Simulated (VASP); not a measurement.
# MgS (P6_3mc) in VASP: a series of runs

The runs below take MgS through relaxation of cell and atoms, single point, with PBE.

Everything below comes from runs of VASP 6.6.1. Logs are shortened: lines on timing, memory, paths and dates and some standing lists are left out, and cuts for length are marked.

**1. Starting point**

It takes space group P6_3mc (No. 186, hexagonal). The conventional cell has a = 4.054 Å, b = 4.054 Å, c = 19.474 Å, α = 90.00°, β = 90.00°, γ = 120.00°. Mg (site symmetry 3m) is surrounded by 4 S at 2.43 to 2.48 Å. Mg (site symmetry 3m) has 4 S at 2.43 to 2.48 Å as nearest neighbours. Mg (site symmetry 3m) is surrounded by 4 S at 2.43 to 2.48 Å. S (site symmetry 3m) has 4 Mg at 2.43 to 2.48 Å as nearest neighbours. Around S (site symmetry 3m) lie 4 Mg at 2.43 to 2.48 Å. Around S (site symmetry 3m) lie 4 Mg at 2.43 to 2.48 Å.

The cell was built by a generator and needn't be a form met in nature.

**2. Relaxation of cell and atoms, PBE**

Input file INCAR:

```
SYSTEM = MgS
ALGO = Normal
EDIFF = 1E-6
EDIFFG = -0.01
ENCUT = 600
GGA = PE
IBRION = 2
ISIF = 3
ISMEAR = 0
LASPH = .TRUE.
LCHARG = .FALSE.
LREAL = .FALSE.
LWAVE = .FALSE.
NELM = 60
NSW = 65
PREC = Accurate
SIGMA = 0.02
```

Input file KPOINTS:

```
k-points
0
G
  9 9 2
  0 0 0
```

Input file POSCAR:

```
MgS
1.0
    4.0544445452      0.0000000000      0.0000000000
   -2.0272222726      3.5112519744      0.0000000000
    0.0000000000      0.0000000000     19.4742908431
Mg S
6 6
Direct
    0.0000000000      0.0000000000      0.0000000000
    0.3333333333      0.6666666667      0.1666666667
    0.6666666667      0.3333333333      0.3333333333
    0.0000000000      0.0000000000      0.5000000000
    0.6666666667      0.3333333333      0.6666666667
    0.3333333333      0.6666666667      0.8333333333
    0.0000000000      0.0000000000      0.1250000000
    0.3333333333      0.6666666667      0.2916666667
    0.6666666667      0.3333333333      0.4583333333
    0.0000000000      0.0000000000      0.6250000000
    0.6666666667      0.3333333333      0.7916666667
    0.3333333333      0.6666666667      0.9583333333
```

Potentials or basis: VASP PAW PBE potentials, release 64 (Mg, S).

Launch:

```
cat potpaw_PBE.64/Mg/POTCAR potpaw_PBE.64/S/POTCAR > POTCAR
mpirun -np 1 vasp_std > vasp.out
```

OUTCAR:

```text
SYSTEM = MgS
   EDIFF = 1E-6
   EDIFFG = -0.01
   ENCUT = 600
   GGA = PE
   IBRION = 2
   ISIF = 3
   ISMEAR = 0
   LASPH = .TRUE.
   LREAL = .FALSE.
   NELM = 60
   NSW = 65
   PREC = Accurate

 ion  position               nearest neighbor table
   1  0.000  0.000  0.000-   7 2.43  12 2.48  12 2.48  12 2.48
   2  0.333  0.667  0.167-   8 2.43   7 2.48   7 2.48   7 2.48
   3  0.667  0.333  0.333-   9 2.43   8 2.48   8 2.48   8 2.48
   4  0.000  0.000  0.500-  10 2.43   9 2.48   9 2.48   9 2.48
   5  0.667  0.333  0.667-  11 2.43  10 2.48  10 2.48  10 2.48
   6  0.333  0.667  0.833-  12 2.43  11 2.48  11 2.48  11 2.48
   7  0.000  0.000  0.125-   1 2.43   2 2.48   2 2.48   2 2.48
   8  0.333  0.667  0.292-   2 2.43   3 2.48   3 2.48   3 2.48
   9  0.667  0.333  0.458-   3 2.43   4 2.48   4 2.48   4 2.48
  10  0.000  0.000  0.625-   4 2.43   5 2.48   5 2.48   5 2.48
  11  0.667  0.333  0.792-   5 2.43   6 2.48   6 2.48   6 2.48
  12  0.333  0.667  0.958-   6 2.43   1 2.48   1 2.48   1 2.48

  LATTYP: Found a hexagonal cell.
 ALAT       =     4.0544445452
 C/A-ratio  =     4.8031957586

  Lattice vectors:

 A1 = (   4.0544445452,   0.0000000000,   0.0000000000)
 A2 = (  -2.0272222726,   3.5112519744,   0.0000000000)
 A3 = (   0.0000000000,   0.0000000000,  19.4742908431)

Analysis of symmetry for initial positions (statically):
=====================================================================
 Subroutine PRICEL returns:
 Original cell was already a primitive cell.

 Routine SETGRP: Setting up the symmetry group for a
 hexagonal supercell.

 Subroutine GETGRP returns: Found 12 space group operations
 (whereof  6 operations were pure point group operations)
 out of a pool of 24 trial point group operations.

The static configuration has the point symmetry C_3v.
 The point group associated with its full space group is C_6v.

Analysis of symmetry for dynamics (positions and initial velocities):
=====================================================================
 Subroutine PRICEL returns:
 Original cell was already a primitive cell.

 Routine SETGRP: Setting up the symmetry group for a
 hexagonal supercell.

 Subroutine GETGRP returns: Found 12 space group operations
 (whereof  6 operations were pure point group operations)
 out of a pool of 24 trial point group operations.

The dynamic configuration has the point symmetry C_3v.
 The point group associated with its full space group is C_6v.

 Subroutine INISYM returns: Found 12 space group operations
 (whereof  6 operations are pure point group operations),
 and found     1 'primitive' translations

----------------------------------------------------------------------------------------

                                     Primitive cell

  volume of cell :     277.2394

  direct lattice vectors                    reciprocal lattice vectors
     4.054444545  0.000000000  0.000000000     0.246642910  0.142399350  0.000000000
    -2.027222273  3.511251974  0.000000000     0.000000000  0.284798701  0.000000000
     0.000000000  0.000000000 19.474290843     0.000000000  0.000000000  0.051349752

  length of vectors
     4.054444545  4.054444545 19.474290843     0.284798701  0.284798701  0.051349752

  position of ions in fractional coordinates (direct lattice)
     0.000000000  0.000000000  0.000000000
     0.333333333  0.666666667  0.166666667
     0.666666667  0.333333333  0.333333333
     0.000000000  0.000000000  0.500000000
     0.666666667  0.333333333  0.666666667
     0.333333333  0.666666667  0.833333333
     0.000000000  0.000000000  0.125000000
     0.333333333  0.666666667  0.291666667
     0.666666667  0.333333333  0.458333333
     0.000000000  0.000000000  0.625000000
     0.666666667  0.333333333  0.791666667
     0.333333333  0.666666667  0.958333333

  ion indices of the primitive-cell ions
   primitive index   ion index
                 1           1
                 2           2
                 3           3
                 4           4
                 5           5
                 6           6
                 7           7
                 8           8
                 9           9
                10          10
                11          11
                12          12

----------------------------------------------------------------------------------------

 KPOINTS: k-points

Automatic generation of k-mesh.
 Grid dimensions read from file:
 generate k-points for:    9    9    2

 Generating k-lattice:

  Cartesian coordinates                     Fractional coordinates (reciprocal lattice)
     0.027404768  0.015822150  0.000000000     0.111111111 -0.000000000  0.000000000
     0.000000000  0.031644300  0.000000000     0.000000000  0.111111111  0.000000000
     0.000000000  0.000000000  0.025674876     0.000000000  0.000000000  0.500000000

  Length of vectors
     0.031644300  0.031644300  0.025674876

  Shift w.r.t. Gamma in fractional coordinates (k-lattice)
     0.000000000  0.000000000  0.000000000

 Subroutine IBZKPT returns following result:
 ===========================================

 Found     24 irreducible k-points:

 Following reciprocal coordinates:
            Coordinates               Weight
  0.000000  0.000000  0.000000      1.000000
  0.111111  0.000000  0.000000      6.000000
  0.222222  0.000000  0.000000      6.000000
  0.333333  0.000000  0.000000      6.000000
  0.444444  0.000000  0.000000      6.000000
  0.111111  0.111111  0.000000      6.000000
[... 16 lines left out ...]
  0.333333  0.222222  0.500000     12.000000
  0.333333  0.333333  0.500000      2.000000
   k-points           NKPTS =     24   k-points in BZ     NKDIM =     24   number of bands    NBANDS=     31
   number of dos      NEDOS =    301   number of ions     NIONS =     12
   total plane-waves  NPLWV = 163840
   dimension x,y,z NGX =    32 NGY =   32 NGZ =  160
   dimension x,y,z NGXF=    64 NGYF=   64 NGZF=  320
   ions per type =               6   6
   NGX,Y,Z   is equivalent  to a cutoff of  13.12, 13.12, 13.66 a.u.
   NGXF,Y,Z  is equivalent  to a cutoff of  26.24, 26.24, 27.32 a.u.
 SYSTEM =  MgS
   PREC   = accura    normal or accurate (medium, high low for compatibility)
   ISTART =      0    job   : 0-new  1-cont  2-samecut
   ICHARG =      2    charge: 1-file 2-atom 10-const
   ISPIN  =      1    spin polarized calculation?
   LNONCOLLINEAR =      F non collinear calculations
   LSORBIT =      F    spin-orbit coupling
   LASPH  =      T    aspherical Exc in radial PAW
   ENCUT  =  600.0 eV  44.10 Ry    6.64 a.u.   8.10  8.10 38.90*2*pi/ulx,y,z
   NELM   =     60;   NELMIN=  2; NELMDL= -5     # of ELM steps
   EDIFF  = 0.1E-05   stopping-criterion for ELM
   LREAL  =      F    real-space projection
   EDIFFG = -.1E-01   stopping-criterion for IOM
   NSW    =     65    number of steps for IOM
   IBRION =      2    ionic relax: 0-MD 1-quasi-New 2-CG
   NFREE  =      1    steps in history (QN), initial steepest desc. (CG)
   ISIF   =      3    stress and relaxation
   ISYM   =      2    0-nonsym 1-usesym 2-fastsym
   POTIM  = 0.5000    time-step for ionic-motion
   TEBEG  =    0.0;   TEEND  =   0.0 temperature during run
   PSTRESS=    0.0 pullay stress
   NELECT =      48.0000    total number of electrons
   NUPDOWN=      -1.0000    fix difference up-down
   EMIN   =  10.00;   EMAX   =-10.00  energy-range for DOS
   EFERMI =   0.00;   METHOD = LEGACY
   ISMEAR =     0;   SIGMA  =   0.02  broadening in eV -4-tet -1-fermi 0-gaus
   EFERMI_NEDOS =   21; number of points for ismear=-14 and -15
   IALGO  =     38    algorithm
   IMIX   =      4    mixing-type and parameters
     AMIX     =   0.40;   BMIX     =  1.00
     AMIX_MAG =   1.60;   BMIX_MAG =  1.00
  volume/ion in A,a.u.               =      23.10       155.91
  Fermi-wavevector in a.u.,A,eV,Ry     =   0.912438  1.724259 11.327447  0.832544
  Thomas-Fermi vector in A             =   2.036834
   LORBIT       =      0    0 simple, 1 ext, 2 COOP (PROOUT), +10 PAW based schemes
   GGA     = PE    functional components
   LHFCALC =     F    Hartree Fock is set to
   AEXX    =    0.0000 exact exchange contribution
   IVDW    =     0    specifies the selected vdW correction
   LEPSILON=     F    determine dielectric tensor
   LRPA    =     F    only Hartree local field effects (RPA)
 conjugate gradient relaxation of ions
 non-spin polarized calculation
 Gauss-broadening in eV      SIGMA  =   0.02
  energy-cutoff  :      600.00
  volume of cell :      277.24
 maximum number of plane-waves:      9296
   NGX = 17   NGY = 17   NGZ = 77

--------------------------------------- Ionic step        1  -------------------------------------------

 number of electron      48.0000002 magnetization

 Free energy of the ion-electron system (eV)
  ---------------------------------------------------
  ext. energy  EPLUGINS =         0.00000000
  ---------------------------------------------------
  free energy    TOTEN  =       -50.85177640 eV

  energy without entropy =      -50.85177640  energy(sigma->0) =      -50.85177640

------------------------ aborting loop because EDIFF is reached ----------------------------------------

  FORCE on cell =-STRESS in cart. coord.  units (eV):
  Direction    XX          YY          ZZ          XY          YZ          ZX
  --------------------------------------------------------------------------------------
  -------------------------------------------------------------------------------------
  Total       -1.1770217     -1.1770217      2.0099247      0.0000000      0.0000000      0.0000000
  in kB       -6.8020534     -6.8020534     11.6154316      0.0000000      0.0000000      0.0000000
  external PRESSURE =      -0.6628917 kB  Pullay stress =       0.0000000 kB

 VOLUME and BASIS-vectors are now :
 -----------------------------------------------------------------------------
  energy-cutoff  :      600.00
  volume of cell :      277.24
      direct lattice vectors                 reciprocal lattice vectors
     4.054444545  0.000000000  0.000000000     0.246642910  0.142399350  0.000000000
    -2.027222273  3.511251974  0.000000000     0.000000000  0.284798701  0.000000000
     0.000000000  0.000000000 19.474290843     0.000000000  0.000000000  0.051349752
[... 234 lines left out ...]
     -0.00000      2.32804      3.25880        -0.000000      0.000000      0.002543
      2.01614      1.16402      6.53715        -0.000000      0.000000     -0.002258
      0.00000      0.00000      9.81444        -0.000000     -0.000000      0.001025
      2.01614      1.16402     13.07294         0.000000     -0.000000      0.002543
     -0.00000      2.32804     16.35130         0.000000      0.000000     -0.002258
      0.00000     -0.00000      2.46118         0.000000      0.000000      0.002633
     -0.00000      2.32804      5.72855        -0.000000      0.000000     -0.015848
      2.01614      1.16402      9.00290        -0.000000     -0.000000      0.011905
     -0.00000      0.00000     12.27533        -0.000000      0.000000      0.002633
      2.01614      1.16402     15.54270         0.000000     -0.000000     -0.015848
     -0.00000      2.32804     18.81704         0.000000      0.000000      0.011905
 -----------------------------------------------------------------------------------
    total drift:                               -0.000000     -0.000000     -0.001661

  FREE ENERGIE OF THE ION-ELECTRON SYSTEM (eV)
  ---------------------------------------------------
  free  energy   TOTEN  =       -50.8724162204 eV

  energy  without entropy=      -50.8724162204  energy(sigma->0) =      -50.87241622

--------------------------------------- Ionic step        7  -------------------------------------------

 number of electron      48.0000001 magnetization

 Free energy of the ion-electron system (eV)
  ---------------------------------------------------
  ext. energy  EPLUGINS =         0.00000000
  ---------------------------------------------------
  free energy    TOTEN  =       -50.87254136 eV

  energy without entropy =      -50.87254136  energy(sigma->0) =      -50.87254136

 E-fermi :   1.1149     XC(G=0):  -8.3257

 val. band max:        0.9925025012   @ k =   0.0000   0.0000   0.0000
 cond. band min:       4.3719306382   @ k =   0.0000   0.0000   0.0000
 fundamental gap:      3.3794281370
 Fermi energy:         1.1148813595

 k-point     1 :       0.0000    0.0000    0.0000
  band No.  band energies     occupation
      1     -10.2547      2.00000
      2     -10.1171      2.00000
      3     -10.0938      2.00000
      4      -9.7813      2.00000
      5      -9.7654      2.00000
      6      -9.5855      2.00000
[... 827 lines left out ...]
 POSITION                                       TOTAL-FORCE (eV/Angst)
 -----------------------------------------------------------------------------------
      4.03266     -0.00000      0.00179         0.000000     -0.000000     -0.004131
     -0.00000      2.32826      3.26053         0.000000     -0.000000      0.007441
      2.01633      1.16413      6.54219         0.000000     -0.000000     -0.001979
     -2.01633      3.49239      9.82306        -0.000000      0.000000     -0.004131
      2.01633      1.16413     13.08180        -0.000000      0.000000      0.007441
     -0.00000      2.32826     16.36345        -0.000000      0.000000     -0.001979
     -2.01633      3.49239      2.46304         0.000000      0.000000     -0.000086
     -0.00000      2.32826      5.73107        -0.000000      0.000000     -0.009446
      2.01633      1.16413      9.00987        -0.000000      0.000000      0.008200
     -0.00000      0.00000     12.28430         0.000000      0.000000     -0.000086
      2.01633      1.16413     15.55234         0.000000     -0.000000     -0.009446
     -0.00000      2.32826     18.83113         0.000000      0.000000      0.008200
 -----------------------------------------------------------------------------------
    total drift:                               -0.000000     -0.000000     -0.000148

  FREE ENERGIE OF THE ION-ELECTRON SYSTEM (eV)
  ---------------------------------------------------
  free  energy   TOTEN  =       -50.8725413607 eV

  energy  without entropy=      -50.8725413607  energy(sigma->0) =      -50.87254136

 reached required accuracy - stopping structural energy minimisation
```

Wall time 9 min (1 thread of Intel Xeon 6975P-C (Granite Rapids), shared host); peak memory 0.56 GiB.

What came out:

```yaml
Free_energy: -50.8725 eV
Relaxed_volume: 23.05 Å³/atom
Relaxed_cell: a = 4.033 Å, b = 4.033 Å, c = 19.643 Å, α = 90.00°, β = 90.00°, γ = 120.00°
Space_group_after_relaxing_to_0.05_Å: P6_3mc (No. 186)
Energy_gained_by_relaxing: 1.7 meV/atom
Ionic_steps: 7
Pressure_after_relaxing: 0.0 GPa
Largest_force_after_relaxing: 0.009 eV/Å
Band_gap_on_the_k_mesh: 3.38 eV, direct
```

Forces in eV/Å, atoms in the order of the input:
```
Mg   0.000  0.000 -0.004
Mg   0.000  0.000  0.007
Mg   0.000  0.000 -0.002
Mg   0.000  0.000 -0.004
Mg   0.000  0.000  0.007
Mg   0.000  0.000 -0.002
S    0.000  0.000  0.000
S    0.000  0.000 -0.009
S    0.000  0.000  0.008
S    0.000  0.000  0.000
S    0.000  0.000 -0.009
S    0.000  0.000  0.008
```

Step by step:
```csv
step,energy change (eV),largest force (eV/Å),pressure (GPa),volume (Å³)
1,0.0000,0.2097,-0.07,277.24
2,-0.0202,0.0417,-0.02,276.84
3,-0.0202,0.0383,-0.03,276.85
4,-0.0202,0.0355,-0.03,276.86
5,-0.0205,0.0248,0.00,276.71
6,-0.0206,0.0158,0.07,276.39
7,-0.0208,0.0094,0.02,276.64
```

Final structure:
```
Mg S
1.0
     4.03266    0.00000    0.00000
    -2.01633    3.49239    0.00000
     0.00000    0.00000   19.64253
Mg S
6 6
Direct
  0.00000 0.00000 0.00009
  0.33333 0.66667 0.16599
  0.66667 0.33333 0.33306
  0.00000 0.00000 0.50009
  0.66667 0.33333 0.66599
  0.33333 0.66667 0.83306
  0.00000 0.00000 0.12539
  0.33333 0.66667 0.29177
  0.66667 0.33333 0.45869
  0.00000 0.00000 0.62539
  0.66667 0.33333 0.79177
  0.33333 0.66667 0.95869
```

Caveat: an odd mesh through Γ misses points on the zone boundary, where band edges often lie.

**3. Single point, PBE**

Input file INCAR:

```
SYSTEM = MgS
PREC = Accurate
ENCUT = 520
EDIFF = 1E-6
ISMEAR = 0
SIGMA = 0.02
LREAL = .FALSE.
LASPH = .TRUE.
NELM = 80
ALGO = Normal
ISIF = 2
LWAVE = .FALSE.
LCHARG = .TRUE.
GGA = PE
LELF = .TRUE.
LVHAR = .TRUE.
NBANDS = 36
```

Input file KPOINTS:

```
regular mesh
0
G
  9 9 2
  0 0 0
```

Input file POSCAR:

```
MgS
1.0
    4.0363688791      0.0000000000      0.0000000000
   -2.0181844396      3.4955979884      0.0000000000
    0.0000000000      0.0000000000     19.6596773875
Mg S
6 6
Direct
    0.0000000000      0.0000000000      0.0000695216
    0.3333333333      0.6666666667      0.1660064201
    0.6666666667      0.3333333333      0.3330494766
    0.0000000000      0.0000000000      0.5000695216
    0.6666666667      0.3333333333      0.6660064201
    0.3333333333      0.6666666667      0.8330494766
    0.0000000000      0.0000000000      0.1254071588
    0.3333333333      0.6666666667      0.2917306506
    0.6666666667      0.3333333333      0.4587367723
    0.0000000000      0.0000000000      0.6254071588
    0.6666666667      0.3333333333      0.7917306506
    0.3333333333      0.6666666667      0.9587367723
```

Potentials or basis: VASP PAW PBE potentials, release 64 (Mg, S).

Launch:

```
cat potpaw_PBE.64/Mg/POTCAR potpaw_PBE.64/S/POTCAR > POTCAR
mpirun -np 1 vasp_std > vasp.out
```

Wall time 5.5 min (1 thread of AMD EPYC 7R43 (Zen 3), shared host); peak memory 0.39 GiB.

The run converged. Its results:

```
Free energy            : -50.8699 eV
Pressure               : -0.2 GPa
Largest force          : 0.003 eV/Å
Band gap on the k mesh : 3.36 eV, direct
```

Forces on the atoms (eV/Å):
```
Mg   0.000  0.000  0.003
Mg   0.000  0.000  0.001
Mg   0.000  0.000  0.001
Mg   0.000  0.000  0.003
Mg   0.000  0.000  0.001
Mg   0.000  0.000  0.001
S    0.000  0.000 -0.003
S    0.000  0.000 -0.001
S    0.000  0.000 -0.002
S    0.000  0.000 -0.003
S    0.000  0.000 -0.001
S    0.000  0.000 -0.002
```

Levels at points of the mesh, in eV from the valence-band top:
| k point | band 22 | band 23 | band 24 | band 25 | band 26 | band 27 |
| --- | --- | --- | --- | --- | --- | --- |
| (0.00, 0.00, 0.00) | -0.03 | -0.03 | 0.00 | 3.36 | 4.33 | 4.41 |
| (0.00, 0.00, 0.50) | -0.06 | -0.06 | -0.06 | 3.70 | 3.70 | 4.85 |

Caveat: an odd mesh through Γ misses points on the zone boundary, where band edges often lie.
